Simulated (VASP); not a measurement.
Ta2C: equation of state with PBEsol

Crystal: Ta2C.

```xyz
3
Lattice="3.0976 0.0000 0.0000 -1.5488 2.6826 0.0000 0.0000 0.0000 4.9202" Properties=species:S:1:pos:R:3 pbc="T T T"
Ta    1.5488    0.8942    3.6736
Ta    0.0000    1.7884    1.2466
C    -1.5488    2.6826    4.9202
```

| Quantity | Value |
| --- | --- |
| Program | VASP 6.6.1 |
| Task | equation of state |
| Functional | PBEsol |
| Potentials or basis | VASP PAW PBE potentials, release 64 (Ta_pv, C) |
| Cutoff | 520 eV |
| k mesh | 8 × 8 × 6 |
| Occupations | fermi-dirac, width 0.05 eV |
| Spin | no spin polarisation |
| Ladder | gaps |
| Further INCAR settings | ALGO = Fast; EDIFF = 1e-07 |

```json
{"Equilibrium volume": "13.63 Å³/atom", "Bulk modulus at fixed shape and positions": "291 GPa", "Pressure derivative of the bulk modulus": "4.1 (rough: it moves with the points fitted)"}
```

Energy against volume, from the lowest point:
| volume (Å³/atom) | energy (meV/atom) |
| --- | --- |
| 13.083 | 21.60 |
| 13.356 | 5.29 |
| 13.628 | 0.00 |
| 13.901 | 4.64 |
| 14.173 | 18.25 |

All runs of the series together: 2.5 min on 1 thread of Intel(R) Xeon(R) Platinum 8488C (Sapphire Rapids) (shared host).

Caveat: the cell was scaled at fixed shape and fractional positions, which overstates the stiffness of a crystal with free parameters, most of all of layers and chains; the PAW data sets were made with another functional, which shifts forces and pressure a little. The run has no spin-orbit coupling, so splittings on Ta are missing.
